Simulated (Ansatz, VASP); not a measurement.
TiAl2 in VASP and in Ansatz

```
CELL_PARAMETERS angstrom
1.94796 -6.02217 0.00000
1.94796 6.02217 0.00000
0.00000 0.00000 3.97486
ATOMIC_POSITIONS crystal
Ti 0.65646 0.34354 0.00000
Ti 0.34354 0.65646 0.00000
Al 0.00000 0.00000 0.00000
Al 0.82703 0.17297 0.50000
Al 0.17297 0.82703 0.50000
Al 0.50000 0.50000 0.50000
```

Alike in both runs: functional PBEsol; k mesh 6 × 6 × 6; occupations gaussian, width 0.1 eV; no spin polarisation.

Ansatz relaxed the structure, and its values are those at the end. VASP's run is a single point on that final structure, the one shown.

```csv
,VASP,Ansatz
version,VASP 6.6.1,Ansatz 0.2.0
potentials or method,"VASP PAW PBE potentials, release 64 (Ti_sv, Al)","scalar-relativistic, plane waves, PAW"
plane-wave cutoff (eV),520,420
valence electrons in the cell,36,36
```

VASP gave:

| Quantity | Value |
| --- | --- |
| gap on the k mesh at the Fermi level (eV) | none |
| pressure (GPa) | 0.3 |
| rms of the force components (eV/Å) | 0.009 |

Task: Estimate Ansatz's values.

Result: gap on the k mesh at the Fermi level (eV): none; pressure (GPa): 0.2; rms of the force components (eV/Å): 0.009.

A gap of «none» marks a metal or a gap that the smearing closes. With one functional, cell and mesh, what is left measures potentials, basis and numerics.

Caveats: the PAW data sets were made with another functional, which shifts forces and pressure a little (VASP).
